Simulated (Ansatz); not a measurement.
We consider rock-salt LiI, described by PBE0 (Ansatz, a program for electronic structure, PAW).

Numerical settings: plane-wave cutoff 460 eV, 8×8×8 k mesh, Fermi–Dirac smearing 0.01 eV, scalar-relativistic PAW data made under PBE.

Results at a series of volumes:

```
V (Å³/atom)  E − E_lowest (meV/atom)  P (GPa)
-----------  -----------------------  -------
25.428                          4.80    1.206
26.097                          1.13    0.560
26.721                          0.00    0.034
27.435                          1.06   -0.492
28.105                          4.02   -0.919
```

Problem. What bulk modulus B0 and pressure derivative B′ does a third-order Birch–Murnaghan fit give?

Solution. V0 = 26.763 Å³/atom, B0 = 21.0 GPa, B′ = 4.6 (fit to the energies at full precision).

Measured, for comparison: bulk modulus 24 GPa (0 K, extrapolated to 0 K; as tabulated in Doll and Stoll (1998), arXiv:cond-mat/9801031). Computed less measured: bulk modulus -12 %.

Spin–orbit coupling is not included.

Computed values are for the static lattice.
